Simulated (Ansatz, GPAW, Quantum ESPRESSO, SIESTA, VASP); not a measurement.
## Pd: 7 runs at one level of theory

```xyz
1
Lattice="0.0000 1.9465 1.9465 1.9465 0.0000 1.9465 1.9465 1.9465 0.0000" Properties=species:S:1:pos:R:3 pbc="T T T"
Pd    0.0000    0.0000    0.0000
```

Alike in all runs: task band structure; functional PBE; k mesh 12 × 12 × 12; occupations fermi-dirac, width 0.05 eV; no spin polarisation; no spin-orbit coupling. Pressure is positive in compression and, in plane waves, holds the error of the finite cutoff, which Ansatz's Pulay term estimates and takes out.

```csv
program and potentials,plane-wave cutoff (eV),notes,pressure (GPa)
"SIESTA, files PseudoDojo sr-pbe-0.4.1-standard, DZP (energy shift 0.003 Ry; two zetas on semicore shells)",-,atomic basis; 18 valence electrons an atom on average,7.45
"Quantum ESPRESSO, SG15 PBE 1.2",952,18 valence electrons an atom on average,?
"VASP, PBE PAW files Pd_sv_GW, 600 eV",600,18 valence electrons an atom on average,5.84
"GPAW, GPAW PAW data sets (gpaw-data 1.2.1)",600,16 valence electrons an atom on average,6.90
"Ansatz, all-electron LAPW, scalar-relativistic",-,-,6.85
"Ansatz, PseudoDojo stringent (PBE files)",1116,18 valence electrons an atom on average; Pulay term of +0.03 GPa included,6.84
"Ansatz, Ansatz NC",1116,18 valence electrons an atom on average; Pulay term of +0.03 GPa included,6.90
```

Problem. Estimate from the other rows what the run with Quantum ESPRESSO, SG15 PBE 1.2 gave.

Solution. Pressure 6.93 GPa. The other rows, which needn't bracket it: pressure 5.84 to 7.45.
